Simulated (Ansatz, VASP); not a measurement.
PtSe2 (Sudovikovite) in VASP and in Ansatz

```
Se Pt
1.0
     3.73483    0.00000    0.00000
    -1.86741    3.23446    0.00000
     0.00000    0.00000   40.76811
Se Pt
4 2
Direct
  0.66667 0.33333 0.40695
  0.33333 0.66667 0.47097
  0.66667 0.33333 0.52903
  0.33333 0.66667 0.59305
  0.00000 0.00000 0.43935
  0.00000 0.00000 0.56065
```

Alike in both runs: task single point; functional LDA; k mesh 12 × 12 × 1; occupations gaussian, width 0.02 eV; no spin polarisation.

|  | VASP | Ansatz |
| --- | --- | --- |
| version | VASP 6.6.1 | Ansatz 0.2.0 |
| potentials or method | VASP PAW LDA potentials, release 64 (Se, Pt) | scalar-relativistic, plane waves, PAW |
| plane-wave cutoff (eV) | 520 | 420 |
| valence electrons in the cell | 44 | 100 |

Ansatz gave:

- gap on the k mesh at the Fermi level (eV): 0.20
- least direct gap on the mesh (eV): 0.89
- rms of the force components (eV/Å): 0.240

**Question.** What did VASP give for the same quantities?

**Answer.** gap on the k mesh at the Fermi level (eV): 0.18; least direct gap on the mesh (eV): 0.88; rms of the force components (eV/Å): 0.220.

The two sets of potentials don't hold the same shells in valence. Ansatz warned: «xc_potential_rough_in_thin_density».

Caveats: spin-orbit coupling is left out, which moves the levels of the heavy elements.
